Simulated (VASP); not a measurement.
# From an Ansatz input to VASP: CaO (rocksalt)

Ansatz input

```yaml
crystal:
  lattice:
    - [0.0, 2.3975501229, 2.3975501229]
    - [2.3975501229, 0.0, 2.3975501229]
    - [2.3975501229, 2.3975501229, 0.0]
  atoms:
    - { symbol: Ca, position: [0.0, 0.0, 0.0] }
    - { symbol: O, position: [0.5, 0.5, 0.5] }
kpoints:
  mp_grid: { grid: [6, 6, 6] }
hamiltonian:
  xc: pbe
scf:
  occupations: { method: fixed }
gw:
  n_empty_bands: 82
  ecut_chi: 120
  qp_bands: [v2, c2]
  qp_kpoints: band_edges
  screening: { model: contour_deformation }
```

**Question.** Translate this input to VASP.

**Answer.** 

INCAR, step 1 (ground state)

```
LASPH = .TRUE.
LCHARG = .FALSE.
ENCUT = 500
EDIFF = 1E-7
SIGMA = 0.01
GGA = PE
LWAVE = .TRUE.
NELM = 120
ISMEAR = 0
PREC = Accurate
LREAL = .FALSE.
```

INCAR, step 2 (empty bands)

```
LCHARG = .FALSE.
LREAL = .FALSE.
LOPTICS = .TRUE.
LASPH = .TRUE.
ENCUT = 500
NBANDS = 90
EDIFF = 1E-7
ISMEAR = 0
ISTART = 1
SIGMA = 0.01
NELM = 1
GGA = PE
ALGO = Exact
LWAVE = .TRUE.
PREC = Accurate
```

INCAR, step 3 (GW)

```
NBANDS = 90
LCHARG = .FALSE.
LWAVE = .FALSE.
ENCUTGWSOFT = 120
NELM = 120
LASPH = .TRUE.
PREC = Accurate
ISMEAR = 0
SIGMA = 0.01
ISTART = 1
GGA = PE
ALGO = EVGW0
ENCUTGW = 120
NOMEGA = 64
NELMGW = 1
LREAL = .FALSE.
ENCUT = 500
PRECFOCK = Fast
NBANDSGW = 16
EDIFF = 1E-7
```

KPOINTS

```
KPOINTS created by Atomic Simulation Environment
0
Gamma
6 6 6
0 0 0
```

POSCAR

```
Ca O
 1.0000000000000000
    -0.0000000000000000    2.3975501229068663    2.3975501229068663
     2.3975501229068663   -0.0000000000000000    2.3975501229068663
     2.3975501229068663    2.3975501229068663   -0.0000000000000000
 Ca  O
   1   1
Cartesian
  0.0000000000000000  0.0000000000000000  0.0000000000000000
  2.3975501229068663  2.3975501229068663  2.3975501229068663
```

VASP ran with the GW set of PAW datasets (16 valence electrons in the cell). Other inputs would serve too.

```csv
,Ansatz,VASP
PBE gap on the mesh,3.65 eV,3.66 eV
G₀W₀ gap on the mesh,5.80 eV,5.81 eV
```

Each program uses its own PAW datasets. VASP's cell holds 16 valence electrons and Ansatz's 16. Both sum 82 empty bands with a screening cutoff of 120 eV, short of the basis and mesh limit, and the G₀W₀ gap is that of the linearised levels of the first step.
